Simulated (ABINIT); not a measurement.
Runs of ABINIT 10.8.3 (patched build) on Ge. It takes space group Fd-3m (No. 227, cubic). The conventional cell has a = 5.658 Å, b = 5.658 Å, c = 5.658 Å, α = 90.00°, β = 90.00°, γ = 90.00°. Around Ge (site symmetry -43m) lie 4 Ge at 2.45 Å. 

```csv
task,level,potentials or basis,cell,k mesh,cutoff (eV),cell freedom (optcell),optimiser (ionmov),cutoff smearing ecutsm (Ha),force stop (Ha/bohr),bands in the sums,gap on the mesh (eV),pressure (GPa),relaxed volume (Å³/atom)
single point,PBEsol,PseudoDojo NC SR PBEsol v0.4.1 standard,as given,6 × 6 × 6,1061,-,-,-,-,-,none,0.7,-
relaxation of cell and atoms,LDA,PseudoDojo NC SR LDA v0.4.1 standard,relaxed,6 × 6 × 6,1061,2,2,0.5,2e-05,-,none,0.0,22.22
optical spectrum,PBEsol,PseudoDojo NC SR PBEsol v0.4.1 standard,as given,"6 × 6 × 6, with 4 shifts",952,-,-,-,-,20,-,(a),-
relaxation of cell and atoms,PBE,PseudoDojo NC SR PBE v0.4.1 standard,relaxed,6 × 6 × 6,1088,2,2,0.5,2e-05,-,none,0.0,24.00
relaxation of cell and atoms,LDA,PseudoDojo NC SR LDA v0.4.1 standard,relaxed,6 × 6 × 6,1088,2,2,0.5,2e-05,-,none,0.0,22.22
```

Alike in all rows: no spin polarisation; smearing fermi-dirac 0.05 eV.

**Question.** Estimate the missing entries.

**Answer.** (a) -1.3.

Caveats: this crystal is a semiconductor, whose small gap the functional closes, so the metal is an error of the method (some runs); the intraband (Drude) term is left out (some runs); spectra need much finer meshes, so this one isn't converged (some runs).

A k mesh can miss the band edges, and the runs leave out spin-orbit coupling on Ge.

A gap of «none» marks a metal or a gap under the smearing width.

Not every run made on this cell is shown here.
